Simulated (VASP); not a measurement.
# P (Cmce) in VASP: a series of runs, part 3 of 3

VASP 6.6.1. Earlier steps stand in the parts before.

### Step 5. Density of states, PBE

The input, POSCAR:

```
P                                       
1.0
    1.6572497251     -5.0955587484     -0.0000000000
    1.6572497251      5.0955587484      0.0000000000
    0.0000000000      0.0000000000      4.1823264244
  P             
     4
Direct
     0.8939477505800166    0.1060522494199834    0.0730135991309592
     0.6060522494199834    0.3939477505800167    0.5730135991309593
     0.1060522494199834    0.8939477505800166    0.9269864008690407
     0.3939477505800167    0.6060522494199834    0.4269864008690408
```

The input, INCAR.step1:

```
ALGO = Normal
EDIFF = 1E-6
ENCUT = 520
GGA = PE
ISIF = 2
ISMEAR = 1
KPAR = 2
LASPH = T
LCHARG = T
LREAL = F
LWAVE = F
NELM = 80
PREC = Accurate
SIGMA = 0.1
```

The input, KPOINTS.step1:

```
k-points
0
Gamma
  12 12 8
```

The input, INCAR.step2:

```
ALGO = Normal
EDIFF = 1E-6
ENCUT = 520
GGA = PE
ICHARG = 11
ISIF = 2
ISMEAR = -5
KPAR = 2
LASPH = T
LCHARG = F
LORBIT = 11
LREAL = F
LWAVE = F
NEDOS = 1001
NELM = 80
PREC = Accurate
SIGMA = 0.1
```

The input, KPOINTS.step2:

```
k-points
0
Gamma
  18 18 12
```

Potentials or basis: VASP PAW PBE potentials, release 64 (P).

On the command line:

```sh
$ cat potpaw_PBE.64/P/POTCAR > POTCAR
$ cp INCAR.step1 INCAR
$ cp KPOINTS.step1 KPOINTS
$ mpirun -np 2 vasp_std > vasp.out
$ cp INCAR.step2 INCAR
$ cp KPOINTS.step2 KPOINTS
$ mpirun -np 2 vasp_std > vasp.out
```

OUTCAR:

```text
EDIFF = 1E-6
   ENCUT = 520
   GGA = PE
   ICHARG = 11
   ISIF = 2
   ISMEAR = -5
   LASPH = T
   LORBIT = 11
   LREAL = F
   NELM = 80
   PREC = Accurate

 ion  position               nearest neighbor table
   1  0.894  0.106  0.073-   4 2.22   4 2.22   3 2.25
   2  0.606  0.394  0.573-   3 2.22   3 2.22   4 2.25
   3  0.106  0.894  0.927-   2 2.22   2 2.22   1 2.25
   4  0.394  0.606  0.427-   1 2.22   1 2.22   2 2.25

  LATTYP: Found a base centered orthorhombic cell.
 ALAT       =     3.3144994502
 B/A-ratio  =     3.0747078556
 C/A-ratio  =     1.2618274606

  Lattice vectors:

 A1 = (   1.6572497251,  -5.0955587484,   0.0000000000)
 A2 = (   1.6572497251,   5.0955587484,   0.0000000000)
 A3 = (   0.0000000000,   0.0000000000,   4.1823264244)

Analysis of symmetry for initial positions (statically):
=====================================================================
 Subroutine PRICEL returns:
 Original cell was already a primitive cell.

 Routine SETGRP: Setting up the symmetry group for a
 base centered orthorhombic supercell.

 Subroutine GETGRP returns: Found  8 space group operations
 (whereof  4 operations were pure point group operations)
 out of a pool of  8 trial point group operations.

The static configuration has the point symmetry C_2h.
 The point group associated with its full space group is D_2h.

Analysis of symmetry for dynamics (positions and initial velocities):
=====================================================================
 Subroutine PRICEL returns:
 Original cell was already a primitive cell.

 Routine SETGRP: Setting up the symmetry group for a
 base centered orthorhombic supercell.

 Subroutine GETGRP returns: Found  8 space group operations
 (whereof  4 operations were pure point group operations)
 out of a pool of  8 trial point group operations.

The dynamic configuration has the point symmetry C_2h.
 The point group associated with its full space group is D_2h.

 Subroutine INISYM returns: Found  8 space group operations
 (whereof  4 operations are pure point group operations),
 and found     1 'primitive' translations

----------------------------------------------------------------------------------------

                                     Primitive cell

  volume of cell :      70.6363

  direct lattice vectors                    reciprocal lattice vectors
     1.657249725 -5.095558748  0.000000000     0.301704681 -0.098124666  0.000000000
     1.657249725  5.095558748  0.000000000     0.301704681  0.098124666  0.000000000
     0.000000000  0.000000000  4.182326424     0.000000000  0.000000000  0.239101375

  length of vectors
     5.358282898  5.358282898  4.182326424     0.317260405  0.317260405  0.239101375

  position of ions in fractional coordinates (direct lattice)
     0.893947751  0.106052249  0.073013599
     0.606052249  0.393947751  0.573013599
     0.106052249  0.893947751  0.926986401
     0.393947751  0.606052249  0.426986401

  ion indices of the primitive-cell ions
   primitive index   ion index
                 1           1
                 2           2
                 3           3
                 4           4

[... 67 lines left out ...]
   ISPIN  =      1    spin polarized calculation?
   LNONCOLLINEAR =      F non collinear calculations
   LSORBIT =      F    spin-orbit coupling
   LASPH  =      T    aspherical Exc in radial PAW
   ENCUT  =  520.0 eV  38.22 Ry    6.18 a.u.   9.96  9.96  7.78*2*pi/ulx,y,z
   NELM   =     80;   NELMIN=  2; NELMDL=  0     # of ELM steps
   EDIFF  = 0.1E-05   stopping-criterion for ELM
   LREAL  =      F    real-space projection
   EDIFFG = 0.1E-04   stopping-criterion for IOM
   NSW    =      0    number of steps for IOM
   IBRION =     -1    ionic relax: 0-MD 1-quasi-New 2-CG
   NFREE  =      0    steps in history (QN), initial steepest desc. (CG)
   ISIF   =      2    stress and relaxation
   ISYM   =      2    0-nonsym 1-usesym 2-fastsym
   POTIM  = 0.5000    time-step for ionic-motion
   TEBEG  =    0.0;   TEEND  =   0.0 temperature during run
   PSTRESS=    0.0 pullay stress
   NELECT =      20.0000    total number of electrons
   NUPDOWN=      -1.0000    fix difference up-down
   EMIN   =  10.00;   EMAX   =-10.00  energy-range for DOS
   EFERMI =   0.00;   METHOD = LEGACY
   ISMEAR =    -5;   SIGMA  =   0.10  broadening in eV -4-tet -1-fermi 0-gaus
   EFERMI_NEDOS =   21; number of points for ismear=-14 and -15
   IALGO  =     38    algorithm
   IMIX   =      4    mixing-type and parameters
     AMIX     =   0.40;   BMIX     =  1.00
     AMIX_MAG =   1.60;   BMIX_MAG =  1.00
  volume/ion in A,a.u.               =      17.66       119.17
  Fermi-wavevector in a.u.,A,eV,Ry     =   1.075001  2.031458 15.723267  1.155627
  Thomas-Fermi vector in A             =   2.210845
   LORBIT       =     11    0 simple, 1 ext, 2 COOP (PROOUT), +10 PAW based schemes
   GGA     = PE    functional components
   LHFCALC =     F    Hartree Fock is set to
   AEXX    =    0.0000 exact exchange contribution
   IVDW    =     0    specifies the selected vdW correction
   LEPSILON=     F    determine dielectric tensor
   LRPA    =     F    only Hartree local field effects (RPA)
 non-spin polarized calculation
 Fermi weights with tetrahedron method with Bloechl corrections
  energy-cutoff  :      520.00
  volume of cell :       70.64
 maximum number of plane-waves:      1924

 number of electron      19.9999999 magnetization

 Free energy of the ion-electron system (eV)
  ---------------------------------------------------
  ext. energy  EPLUGINS =         0.00000000
  ---------------------------------------------------
  free energy    TOTEN  =       -21.37905500 eV

  energy without entropy =      -21.37905500  energy(sigma->0) =      -21.37905500

 E-fermi :   7.4670     XC(G=0): -10.2518

 val. band max:        7.5253166683   @ k =  -0.3889   0.3333   0.0000
 cond. band min:       7.3828535732   @ k =   0.5000   0.1667   0.0000
 fundamental gap:     -0.1424630951
 Fermi energy:         7.4669625250

 k-point     1 :       0.0000    0.0000    0.0000
  band No.  band energies     occupation
      1      -8.6358      2.00000
      2      -5.3003      2.00000
      3      -1.8017      2.00000
      4       0.0931      2.00000
      5       2.2864      2.00000
      6       3.1175      2.00000
      7       3.3141      2.00000
      8       4.5134      2.00000
      9       4.7374      2.00000
     10       6.0006      2.00000
     11       8.3805      0.00000
     12       8.6310      0.00000
     13       9.2970      0.00000
     14      10.8201      0.00000
[... 377 lines left out ...]
      1      -8.2514      2.00000
      2      -5.1182      2.00000
      3      -2.1459      2.00000
      4       0.5737      2.00000
      5       1.6634      2.00000
      6       2.2941      2.00000
      7       2.6503      2.00000
      8       4.3393      2.00000
      9       4.6070      2.00000
     10       6.4509      2.00000
     11       8.7163      0.00000
     12       9.4797      0.00000
     13      10.5590      0.00000
     14      10.8975      0.00000

 [... further k-points ...]

------------------------ aborting loop because EDIFF is reached ----------------------------------------

  FORCE on cell =-STRESS in cart. coord.  units (eV):
  Direction    XX          YY          ZZ          XY          YZ          ZX
  --------------------------------------------------------------------------------------
  -------------------------------------------------------------------------------------
  Total        1.6370051      1.6591900      1.6523143      0.0000000     -0.0000000      0.0000000
  in kB       37.1306815     37.6338809     37.4779268      0.0000000     -0.0000000      0.0000000
  external PRESSURE =      37.4141631 kB  Pullay stress =       0.0000000 kB

 VOLUME and BASIS-vectors are now :
 -----------------------------------------------------------------------------
  energy-cutoff  :      520.00
  volume of cell :       70.64
      direct lattice vectors                 reciprocal lattice vectors
     1.657249725 -5.095558748  0.000000000     0.301704681 -0.098124666  0.000000000
     1.657249725  5.095558748  0.000000000     0.301704681  0.098124666  0.000000000
     0.000000000  0.000000000  4.182326424     0.000000000  0.000000000  0.239101375

 POSITION                                       TOTAL-FORCE (eV/Angst)
 -----------------------------------------------------------------------------------
      1.65725     -4.01477      0.30537         0.000000     -0.009891      0.002163
      1.65725     -1.08079      2.39653         0.000000      0.009891      0.002163
      1.65725      4.01477      3.87696         0.000000      0.009891     -0.002163
      1.65725      1.08079      1.78580         0.000000     -0.009891     -0.002163
 -----------------------------------------------------------------------------------
    total drift:                                0.000000     -0.000000      0.000000

  FREE ENERGIE OF THE ION-ELECTRON SYSTEM (eV)
  ---------------------------------------------------
  free  energy   TOTEN  =       -21.3790549969 eV

  energy  without entropy=      -21.3790549969  energy(sigma->0) =      -21.37905500

 total charge

# of ion       s       p       d       tot
------------------------------------------
    1        1.085   1.378   0.000   2.463
    2        1.085   1.378   0.000   2.463
    3        1.085   1.378   0.000   2.463
    4        1.085   1.378   0.000   2.463
--------------------------------------------------
tot          4.340   5.510   0.000   9.850
```

Wall time 2.4 min (2 MPI ranks of Intel Xeon Platinum 8559C (Emerald Rapids), shared host); peak memory 0.53 GiB.

Results:

| Quantity | Value |
| --- | --- |
| Valence electrons inside the program's atomic spheres | P 2.46 |

Levels at points of the mesh, in eV from the Fermi level:
```csv
k point,band 6,band 7,band 8,band 9,band 10,band 11,band 12,band 13,band 14
"(0.00, 0.00, 0.00)",-4.35,-4.15,-2.95,-2.73,-1.47,0.91,1.16,1.83,3.35
"(0.50, 0.00, 0.00)",-5.13,-3.31,-3.31,-2.74,-2.74,0.75,0.75,1.01,1.01
"(0.50, 0.50, 0.00)",-5.37,-4.43,-2.25,-1.86,-0.40,0.41,0.57,2.40,3.07
"(0.00, 0.00, 0.50)",-5.22,-3.17,-3.17,-0.98,-0.98,1.41,1.41,2.20,2.20
"(0.50, 0.00, 0.50)",-5.95,-5.84,-5.84,-2.16,-2.16,1.54,1.54,4.61,4.61
"(0.50, 0.50, 0.50)",-3.25,-2.50,-2.50,-1.35,-1.35,1.28,1.28,2.67,2.68
```

States per cell in windows of 1 eV (zero at the Fermi level; states under -8 eV left out):
| from (eV) | total | P1_p | P2_p | P3_p | P4_p | P1_s | P2_s |
| --- | --- | --- | --- | --- | --- | --- | --- |
| -8.0 | 0.63 | 0.04 | 0.04 | 0.04 | 0.04 | 0.04 | 0.04 |
| -7.0 | 1.43 | 0.12 | 0.12 | 0.12 | 0.12 | 0.03 | 0.03 |
| -6.0 | 2.27 | 0.21 | 0.21 | 0.21 | 0.21 | 0.05 | 0.05 |
| -5.0 | 1.93 | 0.18 | 0.18 | 0.18 | 0.18 | 0.04 | 0.04 |
| -4.0 | 2.25 | 0.23 | 0.23 | 0.23 | 0.23 | 0.03 | 0.03 |
| -3.0 | 2.02 | 0.21 | 0.21 | 0.21 | 0.21 | 0.03 | 0.03 |
| -2.0 | 1.78 | 0.18 | 0.18 | 0.18 | 0.18 | 0.03 | 0.03 |
| -1.0 | 0.45 | 0.05 | 0.05 | 0.05 | 0.05 | 0.01 | 0.01 |
| 0.0 | 0.93 | 0.06 | 0.06 | 0.06 | 0.06 | 0.02 | 0.02 |
| 1.0 | 2.54 | 0.18 | 0.18 | 0.18 | 0.18 | 0.05 | 0.05 |
| 2.0 | 2.90 | 0.24 | 0.24 | 0.24 | 0.24 | 0.04 | 0.04 |
| 3.0 | 1.34 | 0.12 | 0.12 | 0.12 | 0.12 | 0.01 | 0.01 |
| 4.0 | 0.30 | 0.03 | 0.03 | 0.03 | 0.03 | 0.00 | 0.00 |

Caveat: tetrahedron occupations give inexact forces and stress in metals.

### Step 6. Overview

| task | level | potentials or basis | k mesh for the DOS | occupations for the DOS | pressure (GPa) | largest force (eV/Å) |
| --- | --- | --- | --- | --- | --- | --- |
| band structure | PBE | VASP PAW PBE potentials, release 64 (P) | - | - | 3.7 | 0.01 |
| band structure | LDA | VASP PAW LDA potentials, release 64 (P) | - | - | -1.1 | 0.08 |
| band structure | r2SCAN | VASP PAW PBE potentials, release 64 (P) | - | - | 2.6 | 0.39 |
| density of states | PBE | VASP PAW PBE potentials, release 64 (P) | 18 × 18 × 12 | tetrahedron | - | - |

Alike in all rows: no spin polarisation; cell as given; k mesh 12 × 12 × 8; cutoff (eV) 520; smearing methfessel-paxton 0.1 eV.

Caveats: the PAW data sets were made with another functional, which shifts forces and pressure a little (some runs); tetrahedron occupations give inexact forces and stress in metals (some runs).

Absolute energies hang on the potentials; compare differences alone.
